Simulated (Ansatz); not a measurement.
SiC (Moissanite):

```
CELL_PARAMETERS angstrom
3.07600 0.00000 0.00000
-1.53800 2.66389 0.00000
0.00000 0.00000 5.04800
ATOMIC_POSITIONS crystal
Si 0.66667 0.33333 0.50000
Si 0.33333 0.66667 0.00000
C 0.66667 0.33333 0.88500
C 0.33333 0.66667 0.38500
```

| Property | Result |
| --- | --- |
| Program | Ansatz 0.2.0 |
| Task | relaxation of cell and atoms |
| Functional | PBE |
| Dispersion | D4 |
| Potentials or basis | Ansatz PAW |
| Cutoff | 420 eV (not typed: the program's choice for these potentials) |
| k mesh | 10 × 10 × 5 |
| Occupations | fermi-dirac, width 0.05 eV |
| Spin | no spin polarisation |

At the start: volume 10.34 Å³/atom.

**Question.** Where does the relaxation end?

**Answer.** It ends after 5 steps and the volume is 10.30 Å³/atom (-0.4 %); space group P6_3mc (No. 186, to 0.05 Å).

Step by step:
```csv
step,energy change (eV),largest force (eV/Å),volume (Å³)
1,0.0000,0.7388,41.36
2,-0.0210,0.4369,41.29
3,-0.0362,0.0010,41.20
4,-0.0362,0.0003,41.21
5,-0.0359,0.0003,41.21
```

Final structure:
```
Si C
1.0
     3.07219    0.00000    0.00000
    -1.53610    2.66060    0.00000
     0.00000    0.00000    5.04179
Si C
2 2
Direct
  0.66667 0.33333 0.50459
  0.33333 0.66667 0.00459
  0.66667 0.33333 0.88041
  0.33333 0.66667 0.38041
```

Caveat: the plane-wave basis is chosen anew once the cell has moved, so the energies of steps on either side of that aren't comparable.
